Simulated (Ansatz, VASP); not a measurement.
**KI in VASP and in Ansatz**

The input INCAR:

```
SYSTEM = KI
PREC = Accurate
ENCUT = 520
EDIFF = 1E-7
ISMEAR = 0
SIGMA = 0.05
LREAL = .False.
LASPH = .True.
NELM = 60
ALGO = Normal
ISIF = 2
LWAVE = .False.
LCHARG = .False.
GGA = PE
NBANDS = 15
```

KPOINTS

```
regular mesh
0
Gamma
  6 6 6
  0 0 0
```

POSCAR

```
KI
1.0
    0.0000000000      3.2425860000      3.2425860000
    3.2425860000      0.0000000000      3.2425860000
    3.2425860000      3.2425860000      0.0000000000
K I
1 1
Direct
    0.0000000000      0.0000000000      0.0000000000
    0.5000000000      0.5000000000      0.5000000000
```

Input for Ansatz:

```yaml
crystal:
  lattice:
    - [0.0, 3.242586, 3.242586]
    - [3.242586, 0.0, 3.242586]
    - [3.242586, 3.242586, 0.0]
  atoms:
    - { symbol: K, position: [0.0, 0.0, 0.0] }
    - { symbol: I, position: [0.5, 0.5, 0.5] }
basis:
  ecutwfc: 420
kpoints:
  mp_grid: { grid: [6, 6, 6] }
hamiltonian:
  xc: pbe
scf:
  occupations: { method: gaussian, width: 0.05 }
output:
  forces: true
  stress: true
  eigenvalues: true
  write_density: true
  write_potential: true
  elf: true
  volumetric_format: npy
```

Change from the starting cell: strain -0.080 along x and y, -0.080 along z, atoms carried along.

Alike in both runs: task single point; functional PBE; k mesh 6 × 6 × 6; occupations gaussian, width 0.05 eV; no spin polarisation.

```csv
,VASP,Ansatz
version,VASP 6.6.1,Ansatz 0.2.0
potentials or method,"VASP PAW PBE potentials, release 64 (K_sv, I)","scalar-relativistic, plane waves, PAW"
plane-wave cutoff (eV),520,420
valence electrons in the cell,16,26
```

VASP gave:

| Quantity | Value |
| --- | --- |
| gap on the k mesh at the Fermi level (eV) | 4.34 |
| least direct gap on the mesh (eV) | 4.68 |
| pressure (GPa) | 6.9 |

**Question.** What did Ansatz give for the same quantities?

**Answer.** gap on the k mesh at the Fermi level (eV): 4.35; least direct gap on the mesh (eV): 4.69; pressure (GPa): 6.8.

The two sets of potentials don't hold the same shells in valence.

Caveats: spin-orbit coupling is left out, which moves the levels of the heavy elements. A k mesh can miss the band edges.
